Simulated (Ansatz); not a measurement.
**Ge: band gap under strain**

How does strain move the band edges of Ge built on the lonsdaleite prototype, and do the functionals agree on it? States: +0.4 % strain along z alone; -3.2 % strain along x alone.

Code: Ansatz 0.2.0. PAW datasets, plane waves. Spin-unpolarised throughout; all numbers are computed.

### Step 1. The cell

The unstrained cell was relaxed with r2SCAN; in each strained cell the atoms were relaxed again with r2SCAN. Names of k-points are those of the unstrained zone, where strain can split equivalent points. First state: +0.4 % strain along z alone.

It is hexagonal, P6_3/mmc (No. 194); a = 3.998 Å, c = 6.618 Å in the conventional setting, 22.90 Å³ an atom. Ge has 4 Ge at 2.45–2.47 Å.

As a file:

```
Ge
1.0
     3.99762    0.00000    0.00000
    -1.99881    3.46204    0.00000
     0.00000    0.00000    6.61787
Ge
4
Direct
  0.33333 0.66667 0.00057
  0.66667 0.33333 0.50057
  0.33333 0.66667 0.37443
  0.66667 0.33333 0.87443
```

### Step 2. +0.4 % strain along z alone: PBE

The input, input.yaml:

```yaml
crystal:
  lattice:
    - [3.997615182, 0.0, 0.0]
    - [-1.998807591, 3.4620363022, 0.0]
    - [0.0, 0.0, 6.6178722099]
  atoms:
    - { symbol: Ge, position: [0.3333333333, 0.6666666667, 0.0005657919] }
    - { symbol: Ge, position: [0.6666666667, 0.3333333333, 0.5005657919] }
    - { symbol: Ge, position: [0.3333333333, 0.6666666667, 0.3744342081] }
    - { symbol: Ge, position: [0.6666666667, 0.3333333333, 0.8744342081] }
kpoints:
  mp_grid: { grid: [12, 12, 4] }
  band_path:
    path:
      - [0.0, 0.0, 0.0]
      - [0.5, 0.0, 0.0]
      - [0.3333333333, 0.3333333333, 0.0]
      - [0.0, 0.0, 0.5]
      - [0.5, 0.0, 0.5]
      - [0.3333333333, 0.3333333333, 0.5]
      - [0.0, 0.0, 0.05]
      - [0.0, 0.0, 0.15]
    npoints: 1
hamiltonian:
  xc: pbe
scf:
  occupations: { method: fermi_dirac, width: 0.02 }
  n_extra_bands: 5
output:
  forces: true
  stress: true
  eigenvalues: true
```

Launch:

```sh
> ansatz run input.yaml --threads 4 --pin off --max-ram 3686MiB --backend cpu --events-out ev --progress --plain --runs-dir out
```

After this run come: +0.4 % strain along z alone: r2SCAN; +0.4 % strain along z alone: HSE06; -3.2 % strain along x alone: PBE; -3.2 % strain along x alone: r2SCAN; -3.2 % strain along x alone: HSE06.

What does the calculation give?

The runs gave:

Least gap in eV (negative: overlap):

```
                      state    PBE  r2SCAN  HSE06
+0.4 % strain along z alone  -0.09    0.11   0.41
-3.2 % strain along x alone   0.04    0.14   0.45
```

**Reading.** Under +0.4 % strain along z alone PBE gives no gap, or under 0.02 eV, while HSE06 has one.
